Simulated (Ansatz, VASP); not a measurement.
**Two plane-wave programs on SnTe**

Contents of INCAR:

```
ALGO = Normal
EDIFF = 1E-6
ENCUT = 520
GGA = PE
ISIF = 2
ISMEAR = 0
LASPH = T
LCHARG = F
LREAL = F
LWAVE = F
NBANDS = 17
NELM = 100
PREC = Accurate
SIGMA = 0.03
```

Contents of KPOINTS:

```
k-points
0
Gamma
  10 10 10
```

The input POSCAR:

```
SnTe
1.0
   -1.3256469313      2.6512938627      2.6512938627
    2.6512938627     -1.3256469313      2.6512938627
    2.6512938627      2.6512938627     -1.3256469313
Sn Te
1 1
Direct
    0.0000000000      0.0000000000      0.0000000000
    0.5000000000      0.5000000000      0.5000000000
```

Input for Ansatz:

```yaml
crystal:
  lattice:
    - [-1.3256469313, 2.6512938627, 2.6512938627]
    - [2.6512938627, -1.3256469313, 2.6512938627]
    - [2.6512938627, 2.6512938627, -1.3256469313]
  atoms:
    - { symbol: Sn, position: [0.0, 0.0, 0.0] }
    - { symbol: Te, position: [0.5, 0.5, 0.5] }
basis:
  ecutwfc: 420
kpoints:
  mp_grid: { grid: [10, 10, 10] }
hamiltonian:
  xc: pbe
scf:
  occupations: { method: gaussian, width: 0.03 }
output:
  forces: true
  stress: true
  eigenvalues: true
```

Alike in both runs: task single point; functional PBE; k mesh 10 × 10 × 10; occupations gaussian, width 0.03 eV; no spin polarisation.

|  | VASP | Ansatz |
| --- | --- | --- |
| version | VASP 6.6.1 | Ansatz 0.2.0 |
| potentials or method | VASP PAW PBE potentials, release 64 (Sn_d, Te) | scalar-relativistic, plane waves, PAW |
| plane-wave cutoff (eV) | 520 | 420 |
| valence electrons in the cell | 20 | 30 |

|  | VASP | Ansatz | Ansatz less VASP |
| --- | --- | --- | --- |
| gap on the k mesh at the Fermi level (eV) | none | none | - |
| pressure (GPa) | -2.5 | -2.5 | +0.02 |

A gap of «none» marks a metal or a gap that the smearing closes. The functional is the same, so the differences come from potentials, cutoffs and numerics. The two sets of potentials don't hold the same shells in valence.

The runs have no spin-orbit coupling, so splittings on Te are missing.
